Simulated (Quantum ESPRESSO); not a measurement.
## CdS (Greenockite) under changes of volume

One of the cells (25.121 Å³/atom); the others are scaled copies at fixed shape and fractional positions:

```
Cd S
1.0
     4.15000    0.00000    0.00000
    -2.07500    3.59401    0.00000
     0.00000    0.00000    6.73700
Cd S
2 2
Cartesian
  2.0750 1.1980 3.3685
  0.0000 2.3960 0.0000
  2.0750 1.1980 5.8949
  0.0000 2.3960 2.5264
```

* Program: Quantum ESPRESSO 7.5
* Functional: PBEsol
* Potentials or basis: GBRV 1.5 PBEsol
* Cutoff: 612 eV
* Density cutoff: 4898 eV
* k mesh: 7 × 7 × 4
* Occupations: fermi-dirac, width 0.05 eV
* Spin: no spin polarisation

```csv
volume (Å³/atom),energy over the lowest point (meV/atom),pressure (GPa),gap on the mesh (eV)
23.614,12.32,3.5,1.16
24.116,3.88,1.9,1.11
24.618,0.00,0.5,1.07
25.121,0.20,-0.7,1.03
25.623,?,?,?
26.126,11.12,-2.8,0.94
26.628,21.10,-3.6,0.90
```

Question: What does the run at 25.623 Å³/atom give?

Answer: Energy over the lowest point 4.03 meV/atom; pressure -1.8 GPa; gap on the mesh 0.98 eV.

Worked out: A Birch-Murnaghan fit of order 3 (a polynomial in V^(-2/3)) to the other rows has its minimum at 24.84 Å³/atom with B0 = V·E''(V) = 61 GPa and B' = 4.6 at fixed shape and positions, which overstates the stiffness. It gives 4.03 meV/atom at 25.623 Å³/atom, against the run's 4.03, and -dE/dV = -1.8 GPa, against -1.8. A straight line through the other rows of the gap, of slope -2.15 eV per unit of ln V (its deformation potential), gives 0.98 eV, against the run's 0.98.

Energies are extrapolated to zero smearing.

Spin-orbit coupling on Cd is left out.
